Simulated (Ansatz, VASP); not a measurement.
# Cu in VASP and in Ansatz

POSCAR

```
Cu
1.0
    0.0000000000      1.8235162681      1.8235162681
    1.8235162681      0.0000000000      1.8235162681
    1.8235162681      1.8235162681      0.0000000000
Cu
1
Direct
    0.0000000000      0.0000000000      0.0000000000
```

Contents of INCAR.step1:

```
SYSTEM = Cu
ALGO = Normal
EDIFF = 1E-4
ENCUT = 520
GGA = PE
ISMEAR = 0
LASPH = .True.
LCHARG = .False.
LREAL = .False.
LWAVE = .True.
NBANDS = 12
NELM = 80
PREC = Accurate
SIGMA = 0.1
```

File INCAR.step2:

```
SYSTEM = Cu
ALGO = Normal
EDIFF = 1E-6
ENCUT = 520
ISIF = 2
ISMEAR = 0
ISTART = 1
LASPH = .True.
LCHARG = .False.
LMIXTAU = .True.
LREAL = .False.
LWAVE = .False.
METAGGA = R2SCAN
NBANDS = 12
NELM = 80
PREC = Accurate
SIGMA = 0.1
```

The input KPOINTS:

```
k-points
0
Gamma
  20 20 20
  0 0 0
```

Input for Ansatz:

```yaml
crystal:
  lattice:
    - [0.0, 1.8235162681, 1.8235162681]
    - [1.8235162681, 0.0, 1.8235162681]
    - [1.8235162681, 1.8235162681, 0.0]
  atoms:
    - { symbol: Cu, position: [0.0, 0.0, 0.0] }
basis:
  ecutwfc: 500
kpoints:
  mp_grid: { grid: [20, 20, 20] }
hamiltonian:
  xc: r2scan
scf:
  occupations: { method: gaussian, width: 0.1 }
output:
  forces: true
  stress: true
  eigenvalues: true
```

Alike in both runs: task single point; functional r2SCAN; k mesh 20 × 20 × 20; occupations gaussian, width 0.1 eV; no spin polarisation.

|  | VASP | Ansatz |
| --- | --- | --- |
| version | VASP 6.6.1 | Ansatz 0.2.0 |
| potentials or method | VASP PAW PBE potentials, release 64 (Cu) | scalar-relativistic, plane waves, PAW |
| plane-wave cutoff (eV) | 520 | 500 |
| valence electrons in the cell | 11 | 19 |

VASP gave:

- gap on the k mesh at the Fermi level (eV): none
- pressure (GPa): -7.6

Problem. Which values does Ansatz return?

Solution. gap on the k mesh at the Fermi level (eV): none; pressure (GPa): -8.2.

A gap of «none» marks a metal or a gap that the smearing closes. The two sets of potentials don't hold the same shells in valence.

Caveats: the PAW data sets were made with another functional, which shifts forces and pressure a little (VASP).
